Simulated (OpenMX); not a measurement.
## TaS2 under changes of volume

One of the cells (18.984 Å³/atom); the others are scaled copies at fixed shape and fractional positions:

```
Ta S
1.0
     3.35000    0.00000    0.00000
    -1.67500    2.90119    0.00000
     0.00000    0.00000    5.86000
Ta S
1 2
Direct
  0.00000 0.00000 0.00000
  0.66667 0.33333 0.75000
  0.33333 0.66667 0.25000
```

- Program: OpenMX 3.8.5
- Functional: PBE
- Potentials or basis: OpenMX 2013 PBE set, Ta7.0-s3p2d2f1, S7.0-s2p2d1f1, fixed grid of 35 × 35 × 70 points
- k mesh: 9 × 9 × 5
- Occupations: fermi-dirac, width 0.05 eV
- Spin: no spin polarisation

```tsv
volume (Å³/atom)	energy over the lowest point (meV/atom)	largest force (eV/Å)
17.845	144.13	2.507
18.225	99.97	2.086
18.605	64.92	1.692
18.984	?	?
19.364	18.82	0.982
19.744	6.31	0.662
20.123	0.00	0.362
```

What does the run at 18.984 Å³/atom give?

Energy over the lowest point 38.11 meV/atom; largest force 1.325 eV/Å.

Worked out: A Birch-Murnaghan fit of order 3 (a polynomial in V^(-2/3)) to the other rows has its minimum at 20.36 Å³/atom, just outside them, with B0 = V·E''(V) = 120 GPa and B' = 4.0 at fixed shape and positions, which overstates the stiffness. It gives 38.16 meV/atom at 18.984 Å³/atom, against the run's 38.11.

Energies are extrapolated to zero smearing.

Caveats: this functional lacks dispersion, which binds the layers, so the pressure and a relaxed spacing across them are unreliable; the basis of atomic orbitals isn't converged, which shifts pressures, moduli and gaps; forces of over 1 eV/Å show positions far from the minimum, so gaps and moduli don't describe the material at rest (some runs).
